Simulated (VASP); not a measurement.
# BAs (Pm-3m) in VASP: settings compared, part 2 of 2

VASP 6.6.1.

## 5. Relaxation of cell and atoms, PBEsol

The input, INCAR:

```
SYSTEM = BAs
  PREC = Accurate
  ENCUT = 600
  EDIFF = 1E-6
  ISMEAR = -1
  SIGMA = 0.05
  LREAL = .False.
  LASPH = .True.
  NELM = 100
  ALGO = Fast
  ISIF = 3
  LWAVE = .False.
  LCHARG = .False.
  GGA = PS
  IBRION = 2
  NSW = 60
  EDIFFG = -0.01
```

The input, KPOINTS:

```
regular mesh
0
Gamma
  9 9 9
  0 0 0
```

The input, POSCAR:

```
BAs
1.0
    2.9343700000      0.0000000000      0.0000000000
    0.0000000000      2.9343700000      0.0000000000
    0.0000000000      0.0000000000      2.9343700000
B As
1 1
Direct
    0.5000000000      0.5000000000      0.5000000000
    0.0000000000      0.0000000000      0.0000000000
```

Started as:

```console
$ cat potpaw_PBE.64/B/POTCAR potpaw_PBE.64/As/POTCAR > POTCAR
$ mpirun -np 1 vasp_std > vasp.out
```

Wall time 12 s (1 thread of Intel Xeon Platinum 8488C (Sapphire Rapids), shared host); peak memory 0.14 GiB.

Results (log left out):

| Item | Value |
| --- | --- |
| Free energy | -9.2652 eV |
| Relaxed volume | 12.23 Å³/atom |
| Relaxed cell | a = 2.903 Å, b = 2.903 Å, c = 2.903 Å, α = 90.00°, β = 90.00°, γ = 90.00° |
| Space group after relaxing (to 0.05 Å) | Pm-3m (No. 221) |
| Energy gained by relaxing | 4.4 meV/atom |
| Ionic steps | 3 |
| Pressure after relaxing | 0.0 GPa |
| Band gap on the k mesh | none (metal or under the smearing width) |

The path:
| step | energy change (eV) | largest force (eV/Å) | pressure (GPa) | volume (Å³) |
| --- | --- | --- | --- | --- |
| 1 | 0.0000 | 0.0000 | -3.38 | 25.27 |
| 2 | -0.0084 | 0.0000 | 0.80 | 24.30 |
| 3 | -0.0088 | 0.0000 | 0.01 | 24.47 |

Final structure:
```
B As
1.0
     2.90308    0.00000    0.00000
     0.00000    2.90308    0.00000
     0.00000    0.00000    2.90308
B As
1 1
Direct
  0.50000 0.50000 0.50000
  0.00000 0.00000 0.00000
```

Levels at points of the mesh, in eV from the Fermi level:
| k point | band 1 | band 2 | band 3 | band 4 | band 5 | band 6 | band 7 | band 8 |
| --- | --- | --- | --- | --- | --- | --- | --- | --- |
| (0.00, 0.00, 0.00) | -15.98 | -0.78 | -0.78 | -0.78 | 0.20 | 5.67 | 5.67 | 9.79 |

Caveat: the PAW data sets were made with another functional, which shifts forces and pressure a little.

## 6. Relaxation of cell and atoms, RPBE

INCAR: that of step 5 with these lines changed.

```diff
@@ -13,3 +13,3 @@
   LCHARG = .False.
-  GGA = PS
+  GGA = RP
   IBRION = 2
```

KPOINTS is that of step 5.

POSCAR is that of step 5.

Potentials or basis: VASP PAW PBE potentials, release 64 (B, As).

Started as:

```console
$ cat potpaw_PBE.64/B/POTCAR potpaw_PBE.64/As/POTCAR > POTCAR
$ mpirun -np 1 vasp_std > vasp.out
```

OUTCAR:

```text
SYSTEM = BAs
   PREC = Accurate
   ENCUT = 600
   EDIFF = 1E-6
   ISMEAR = -1
   LREAL = .False.
   LASPH = .True.
   NELM = 100
   ISIF = 3
   GGA = RP
   IBRION = 2
   NSW = 60
   EDIFFG = -0.01

 ion  position               nearest neighbor table
   1  0.500  0.500  0.500-   2 2.54   2 2.54   2 2.54   2 2.54   2 2.54   2 2.54   2 2.54   2 2.54

   2  0.000  0.000  0.000-   1 2.54   1 2.54   1 2.54   1 2.54   1 2.54   1 2.54   1 2.54   1 2.54

  LATTYP: Found a simple cubic cell.
 ALAT       =     2.9343700000

  Lattice vectors:

 A1 = (   2.9343700000,   0.0000000000,   0.0000000000)
 A2 = (   0.0000000000,   2.9343700000,   0.0000000000)
 A3 = (   0.0000000000,   0.0000000000,   2.9343700000)

Analysis of symmetry for initial positions (statically):
=====================================================================
 Subroutine PRICEL returns:
 Original cell was already a primitive cell.

 Routine SETGRP: Setting up the symmetry group for a
 simple cubic supercell.

 Subroutine GETGRP returns: Found 48 space group operations
 (whereof 48 operations were pure point group operations)
 out of a pool of 48 trial point group operations.

The static configuration has the point symmetry O_h .

Analysis of symmetry for dynamics (positions and initial velocities):
[... 169 lines left out ...]
  -------------------------------------------------------------------------------------
  Total        0.3532679      0.3532679      0.3532679      0.0000000      0.0000000     -0.0000000
  in kB       22.4011397     22.4011397     22.4011397      0.0000000      0.0000000     -0.0000000
  external PRESSURE =      22.4011397 kB  Pullay stress =       0.0000000 kB
[... 59 lines left out ...]
--------------------------------------- Ionic step        3  -------------------------------------------

 number of electron       7.9999998 magnetization

 Free energy of the ion-electron system (eV)
  ---------------------------------------------------
  ext. energy  EPLUGINS =         0.00000000
  ---------------------------------------------------
  free energy    TOTEN  =        -7.69260259 eV

  energy without entropy =       -7.68252108  energy(sigma->0) =       -7.68756183

 E-fermi :   6.8975     XC(G=0): -11.3287

 val. band max:        6.8550924913   @ k =   0.4444   0.4444   0.3333
 cond. band min:       6.9047391524   @ k =   0.4444   0.1111   0.1111
 fundamental gap:      0.0496466612
 Fermi energy:         6.8974835550

 k-point     1 :       0.0000    0.0000    0.0000
  band No.  band energies     occupation
      1      -8.5298      2.00000
      2       6.2080      2.00000
      3       6.2080      2.00000
      4       6.2080      2.00000
      5       6.5966      1.99514
      6      12.6415      0.00000
      7      12.6415      0.00000
      8      16.1922      0.00000
[... 243 lines left out ...]
 k-point    24 :       0.4444    0.3333    0.1111
  band No.  band energies     occupation
      1      -4.0089      2.00000
      2      -0.7012      2.00000
      3       2.2988      2.00000
      4       4.4661      2.00000
      5       8.9180      0.00000
      6      10.2867      0.00000
      7      13.2746      0.00000
      8      13.6995      0.00000

 [... further k-points ...]
[... 5 lines left out ...]
  --------------------------------------------------------------------------------------
  -------------------------------------------------------------------------------------
  Total        0.0008538      0.0008538      0.0008538      0.0000000     -0.0000000      0.0000000
  in kB        0.0529592      0.0529592      0.0529592      0.0000000     -0.0000000      0.0000000
  external PRESSURE =       0.0529592 kB  Pullay stress =       0.0000000 kB
[... 17 lines left out ...]
  FREE ENERGIE OF THE ION-ELECTRON SYSTEM (eV)
  ---------------------------------------------------
  free  energy   TOTEN  =        -7.6926025896 eV

  energy  without entropy=       -7.6825210779  energy(sigma->0) =       -7.68756183

 reached required accuracy - stopping structural energy minimisation
```

CONTCAR:

```text
BAs
   1.00000000000000
     2.9560629254859556    0.0000000000000000   -0.0000000000000000
     0.0000000000000000    2.9560629254859556    0.0000000000000000
     0.0000000000000000    0.0000000000000000    2.9560629254859556
  B               As
     1     1
Direct
     0.5000000000000000    0.5000000000000000    0.5000000000000000
     0.0000000000000000    0.0000000000000000    0.0000000000000000

  0.00000000E+00  0.00000000E+00  0.00000000E+00
  0.00000000E+00  0.00000000E+00  0.00000000E+00
```

Wall time 12 s (1 thread of Intel Xeon Platinum 8488C (Sapphire Rapids), shared host); peak memory 0.14 GiB.

What came out:

| Property | Result |
| --- | --- |
| Free energy | -7.6926 eV |
| Relaxed volume | 12.92 Å³/atom |
| Relaxed cell | a = 2.956 Å, b = 2.956 Å, c = 2.956 Å, α = 90.00°, β = 90.00°, γ = 90.00° |
| Space group after relaxing (to 0.05 Å) | Pm-3m (No. 221) |
| Energy gained by relaxing | 1.9 meV/atom |
| Ionic steps | 3 |
| Pressure after relaxing | 0.0 GPa |
| Band gap on the k mesh | none (metal or under the smearing width) |

Step by step:
```tsv
step	energy change (eV)	largest force (eV/Å)	pressure (GPa)	volume (Å³)
1	0.0000	0.0000	2.24	25.27
2	-0.0038	0.0000	-0.32	25.92
3	-0.0039	0.0000	0.01	25.83
```

Final structure:
```cif
data_structure
_symmetry_space_group_name_H-M 'P 1'
_symmetry_Int_Tables_number 1
_cell_length_a 2.9561
_cell_length_b 2.9561
_cell_length_c 2.9561
_cell_angle_alpha 90.000
_cell_angle_beta 90.000
_cell_angle_gamma 90.000
_cell_volume 25.83
loop_
_atom_site_label
_atom_site_type_symbol
_atom_site_fract_x
_atom_site_fract_y
_atom_site_fract_z
_atom_site_occupancy
B1 B 0.50000 0.50000 0.50000 1
As1 As 0.00000 0.00000 0.00000 1
```

Levels at points of the mesh, in eV from the Fermi level:
| k point | band 2 | band 3 | band 4 | band 5 | band 6 | band 7 |
| --- | --- | --- | --- | --- | --- | --- |
| (0.00, 0.00, 0.00) | -0.69 | -0.69 | -0.69 | -0.30 | 5.74 | 5.74 |

Caveat: the PAW data sets were made with another functional, which shifts forces and pressure a little.

## 7. For comparison

An earlier run on the cell as given: functional PBE; potentials or basis VASP PAW PBE potentials, release 64 (B, As); cutoff 520 eV; k mesh 9 × 9 × 9; occupations fermi-dirac, width 0.05 eV; no spin polarisation.

* Pressure: 0.5 GPa
* Band gap on the k mesh: none (metal or under the smearing width)

## 8. Overview

```tsv
task	level	potentials or basis	cell	cutoff (eV)	smearing	gap on the mesh (eV)	pressure (GPa)	relaxed volume (Å³/atom)
electron localisation function	PBEsol	VASP PAW PBE potentials, release 64 (B, As)	as given	520	gaussian 0.02 eV	none	-3.6	-
relaxation of cell and atoms	LDA	VASP PAW LDA potentials, release 64 (B, As)	relaxed	600	fermi-dirac 0.05 eV	none	0.0	12.03
relaxation of cell and atoms	PBE	VASP PAW PBE potentials, release 64 (B, As)	relaxed	600	fermi-dirac 0.05 eV	none	-0.1	12.71
relaxation of cell and atoms	PBEsol	VASP PAW PBE potentials, release 64 (B, As)	relaxed	600	fermi-dirac 0.05 eV	none	0.0	12.23
relaxation of cell and atoms	RPBE	VASP PAW PBE potentials, release 64 (B, As)	relaxed	600	fermi-dirac 0.05 eV	none	0.0	12.92
single point	PBE	VASP PAW PBE potentials, release 64 (B, As)	as given	520	fermi-dirac 0.05 eV	none	0.5	-
```

Alike in all rows: no spin polarisation; k mesh 9 × 9 × 9.

Caveats: the PAW data sets were made with another functional, which shifts forces and pressure a little (some runs).

Total energies depend on the potentials used, so only differences within one code and one set of settings carry meaning.
